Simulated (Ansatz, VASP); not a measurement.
## Two plane-wave programs on MgS

```
CELL_PARAMETERS angstrom
0.00000 2.60000 2.60000
2.60000 0.00000 2.60000
2.60000 2.60000 0.00000
ATOMIC_POSITIONS crystal
Mg 0.00000 0.00000 0.00000
S 0.50000 0.50000 0.50000
```

The cell was built by a generator and isn't the measured one.

Alike in both runs: task relaxation of cell and atoms; functional PBEsol; k mesh 6 × 6 × 6; occupations gaussian, width 0.02 eV; no spin polarisation.

```csv
,VASP,Ansatz
version,VASP 6.6.1,Ansatz 0.2.0
potentials or method,"VASP PAW PBE potentials, release 64 (Mg, S)","scalar-relativistic, plane waves, PAW"
plane-wave cutoff (eV),600,420
valence electrons in the cell,8,16
```

Ansatz gave:

| Item | Value |
| --- | --- |
| gap on the k mesh at the Fermi level, each at its own relaxed structure (eV) | 2.73 |
| relaxed volume (Å³/atom) | 17.40 |
| relaxed cell length with the largest relative difference (Å) | 3.665 |

Task: What did VASP give for the same quantities?

Result: gap on the k mesh at the Fermi level, each at its own relaxed structure (eV): 2.73; relaxed volume (Å³/atom): 17.36; relaxed cell length with the largest relative difference (Å): 3.662.

The two sets of potentials don't hold the same shells in valence. Ansatz warned: «pseudo_functional_mismatch».

Caveats: the PAW data sets were made with another functional, which shifts forces and pressure a little (VASP). A k mesh can miss the band edges.
